**Question.** I have a strain scan of GaP in which one cubic axis is stretched or squeezed while the other two keep their length. The row at strain 0.06 is still open. Can I work out its four results from the other rows, and how far should I trust the answer? I also don't understand why the gap falls whether I pull or push.

Zincblende GaP (a = 5.450 Å at zero strain, not relaxed at this level), strained along one cubic axis with the other two axes and the fractional coordinates fixed. Ansatz 0.2.0, plane-wave PAW, r2SCAN, scalar-relativistic, spin-unpolarised; cutoff 500 eV, 8×8×8 k mesh, Gaussian smearing of 0.05 eV. Energies are relative to zero strain; pressure is positive in compression.

| strain | energy change (meV/atom) | tensile stress along pattern (GPa) | pressure (GPa) | gap on mesh (eV) |
| --- | --- | --- | --- | --- |
| -0.06 | 34.2 | -9.15 | 6.16 | 1.161 |
| -0.045 | 19.1 | -6.77 | 4.46 | 1.349 |
| -0.03 | 8.4 | -4.46 | 2.88 | 1.534 |
| -0.015 | 2.1 | -2.22 | 1.41 | 1.715 |
| 0 | 0.0 | -0.04 | 0.04 | 1.894 |
| 0.015 | 1.9 | 2.06 | -1.23 | 1.840 |
| 0.03 | 7.8 | 4.09 | -2.41 | 1.787 |
| 0.045 | 17.4 | 6.04 | -3.50 | 1.734 |
| 0.0525 | 23.6 | 6.99 | -4.01 | 1.708 |
| 0.06 | ? | ? | ? | ? |

**Answer.** You can, but the stress and the gap call for different reasoning. The stress comes from all the bonds together and changes smoothly. The gap depends on only two electronic states, and which two they are can change.

**Stress and energy**

For a tiny strain, the stress is proportional to the strain. The rows at ±0.015 give a stiffness of 143 GPa. This is the elastic constant C11, not Young's modulus: a bar free to narrow would pull back less.

Now think of the extremes. Atoms pulled far apart stop attracting each other, so the stress must eventually return to zero, while atoms pushed together repel ever more steeply. The curve therefore bends, with compression stiffer than tension. The table already shows this: 6.77 GPa of push at −0.045, but only 6.04 GPa of pull at +0.045.

The simplest law with such a bend adds one quadratic term to Hooke's law. Fitted to the nine known rows, with ε for the strain, it gives at ε = 0.06

stress = −0.04 + 142.3 ε − 158.4 ε² = −0.04 + 8.54 − 0.57 = 7.93 GPa.

The constant −0.04 GPa is the small stress left in the starting cell, which was not relaxed at this level.

The energy needs no separate theory. With the width fixed, the area under the stress–strain curve times the starting volume per atom is the work done on the crystal, counted per atom. That work, scaled by one fitted factor, reproduces the known energies, and the factor comes out at 1.002. Stress and energy thus tell the same story.

The pressure is minus the average of the stresses along all three axes, so it also contains the sideways stress. A stretched bond weakens and also tilts towards the pulled axis, which leaves less of its pull to act sideways. This geometric argument fits the rows: the sideways stress is 3.3 GPa in size at a strain of −0.045 but only 2.2 GPa at +0.045, a larger difference than along the axis. Where the bend is this strong, the next term may count as well, so I gave the pressure fit a cubic term.

**The gap**

In the unstrained crystal, symmetry makes three states share the valence top and three equivalent valleys, near the X points, share the conduction minimum. Stretching one axis makes the cell tetragonal and splits both sets. The gap runs from the highest filled state to the lowest empty one, so splitting narrows it for either sign of strain. That is why there is a kink at zero.

The two sides need not be equally steep. In each set, one state shifts twice as far as the other two, and in the opposite direction. Deformation-potential theory without spin–orbit coupling puts the single states at the gap in compression and the pairs in tension, so splitting alone would make compression twice as steep. The table gives a factor of 3.4. The change in volume plausibly supplies the rest, since the gap to X shrinks when GaP is compressed and grows when it expands. Volume then helps the splitting in compression and opposes it in tension. On that reading the two slopes fix both parts. Per 0.01 of strain, splitting narrows the gap by about 0.053 eV in tension and by twice that in compression, while volume shifts it by about 0.017 eV. Two slopes for two unknowns make this an estimate, not a test.

For strain 0.06 I therefore fitted a straight line to the gaps at zero and positive strain only. There is one danger. The empty state at Γ, the centre of the Brillouin zone, sinks quickly as the bonds lengthen and could become the lowest. The table doesn't show how close it is, so the gap needs more room below the line than above it.

**Predictions for strain 0.06**

- Stress: 7.93 ± 0.03 GPa, still rising.
- Pressure: −4.51 ± 0.03 GPa.
- Energy change: 30.7 ± 0.2 meV/atom.
- Gap: 1.68 eV, with a margin of 0.005 eV upwards and 0.05 eV downwards.

These ranges are judgements from the smoothness and rounding of the data, not statistical guarantees.

The withheld rows as computed:

| strain | energy change (meV/atom) | tensile stress along pattern (GPa) | pressure (GPa) | gap on mesh (eV) |
| --- | --- | --- | --- | --- |
| 0.06 | 30.6 | 7.92 | -4.51 | 1.658 |

Stress, pressure and energy land well inside their ranges. Hooke's law alone would have given 8.52 GPa, about 8 % above the computed stress, so the bend matters.

The gap is a miss for the straight line, saved only by the wide lower margin. It lies 0.023 eV below the line, which had followed the known tension rows to within 0.001 eV. Over the last half-step it fell by 0.050 eV (1.708 − 1.658), nearly twice what the line allows.

A sudden steepening of the gap while stress and energy stay smooth is what a new lowest empty state would cause. The state at Γ is the expected candidate, but one row cannot identify it; the band energies at Γ, L and X would settle it. The k mesh may also slightly miss the exact bottom of the valleys near X. This functional also underestimates gaps, and not necessarily by the same amount at Γ and X, so the strain at which such a crossing occurs may be off too.

The full fits are in the output below.

Output of the analysis:

```
fit of tensile_stress_along_pattern on 9 rows: constant -0.04314 +/- 0.0025, coefficient of strain 142.3 +/- 0.043, coefficient of strain**2 -158.4 +/- 1.3; rms 0.00387, worst -0.015 0.00611, leave-one-out rms 0.00647
  rows outside the fit (model, value, miss): 0.06 7.927, 7.92, 0.00728
fit of pressure on 9 rows: constant 0.03942 +/- 0.0011, coefficient of strain -87.91 +/- 0.052, coefficient of strain**2 218.6 +/- 0.64, coefficient of strain**3 -266.4 +/- 21; rms 0.00158, worst -0.045 0.00239, leave-one-out rms 0.00476
  rows outside the fit (model, value, miss): 0.06 -4.506, -4.51, 0.00425
fit of energy_change on 9 rows: coefficient of work 1.002 +/- 0.00055; rms 0.0261, worst -0.03 0.0536, leave-one-out rms 0.0275
  rows outside the fit (model, value, miss): 0.06 30.67, 30.6, 0.0662
fit of gap_on_mesh on 5 rows (strain >= 0): constant 1.894 +/- 0.00037, coefficient of strain -3.542 +/- 0.011; rms 0.000361, worst 0.0 -0.000445, leave-one-out rms 0.000748
  rows outside the fit (model, value, miss): -0.06 2.106, 1.161, 0.945; -0.045 2.053, 1.349, 0.704; -0.03 2, 1.534, 0.466; -0.015 1.947, 1.715, 0.232; 0.06 1.681, 1.658, 0.023
Forecast half-width for stress and for pressure (GPa): 0.03
Forecast half-width for energy (meV/atom): 0.2
Forecast margin of the gap upwards (eV): 0.005
Forecast margin of the gap downwards, for a possible new lowest empty state (eV): 0.05
Stiffness C11 from the rows at strain -0.015 and 0.015 (GPa): 142.7
Stress at strain 0.06 by Hooke's law alone (GPa): 8.52
Slope of the fitted stress at strain 0.0525 (GPa): 125.7
Axial stress, size at strain -0.045 over size at 0.045: 1.121
Lateral stress at strain -0.045 (GPa): -3.305
Lateral stress at strain 0.045 (GPa): 2.23
Lateral stress, size at strain -0.045 over size at 0.045: 1.482
Mean fall of the gap per 0.01 of compression, from 0 to -0.06 (eV): 0.1222
Fall of the gap in compression over fall in tension, per equal strain: 3.449
```
